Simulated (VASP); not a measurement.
CoSi: relaxation of cell and atoms with PBEsol

The system is CoSi.

```
CELL_PARAMETERS angstrom
4.38658 0.00000 0.00000
0.00000 4.38658 0.00000
0.00000 0.00000 4.38658
ATOMIC_POSITIONS crystal
Co 0.14575 0.14575 0.14575
Co 0.35425 0.85425 0.64575
Co 0.64575 0.35425 0.85425
Co 0.85425 0.64575 0.35425
Si 0.84333 0.84333 0.84333
Si 0.65667 0.15667 0.34333
Si 0.34333 0.65667 0.15667
Si 0.15667 0.34333 0.65667
```

```
Program                : VASP 6.6.1
Task                   : relaxation of cell and atoms
Functional             : PBEsol
Potentials or basis    : VASP PAW PBE potentials, release 64 (Co, Si)
Cutoff                 : 600 eV
k mesh                 : 8 × 8 × 8
Occupations            : methfessel-paxton, width 0.1 eV
Spin                   : no spin polarisation
Further INCAR settings : ALGO = Normal; EDIFF = 1e-07; IBRION = 2; EDIFFG = -0.005; NSW = 90; ISIF = 3
```

| Property | Result |
| --- | --- |
| Pressure after relaxing | 0.0 GPa |
| Band gap on the k mesh | none (metal or under the smearing width) |

Final structure:
```xyz
8
Lattice="4.3866 0.0000 0.0000 0.0000 4.3866 0.0000 0.0000 0.0000 4.3866" Properties=species:S:1:pos:R:3 pbc="T T T"
Co    0.6393    0.6393    0.6393
Co    1.5540    3.7472    2.8326
Co    2.8326    1.5540    3.7472
Co    3.7472    2.8326    1.5540
Si    3.6994    3.6994    3.6994
Si    2.8805    0.6872    1.5061
Si    1.5061    2.8805    0.6872
Si    0.6872    1.5061    2.8805
```

Levels at points of the mesh, in eV from the Fermi level:
| k point | band 23 | band 24 | band 25 | band 26 | band 27 | band 28 | band 29 | band 30 |
| --- | --- | --- | --- | --- | --- | --- | --- | --- |
| (0.00, 0.00, 0.00) | -0.80 | -0.80 | 0.01 | 0.01 | 0.01 | 2.67 | 2.67 | 2.67 |
| (0.50, 0.00, 0.00) | -0.66 | -0.66 | -0.49 | -0.49 | 1.06 | 1.06 | 1.61 | 1.61 |
| (0.50, 0.50, 0.00) | -1.02 | -1.02 | -0.03 | -0.03 | 0.64 | 0.64 | 2.14 | 2.14 |
| (0.50, 0.50, 0.50) | -1.26 | -1.26 | -0.22 | -0.22 | -0.22 | -0.22 | 5.64 | 5.64 |

Wall time 26 s on 4 MPI ranks on AMD EPYC 9R45 (Zen 5), with other jobs on the host, peak memory 0.25 GiB a rank.

Caveat: the relaxation stopped at its first step, so nothing moved; the PAW data sets were made with another functional, which shifts forces and pressure a little. Spin polarisation is off, so any magnetic state and its effect on volume and gap are missing.
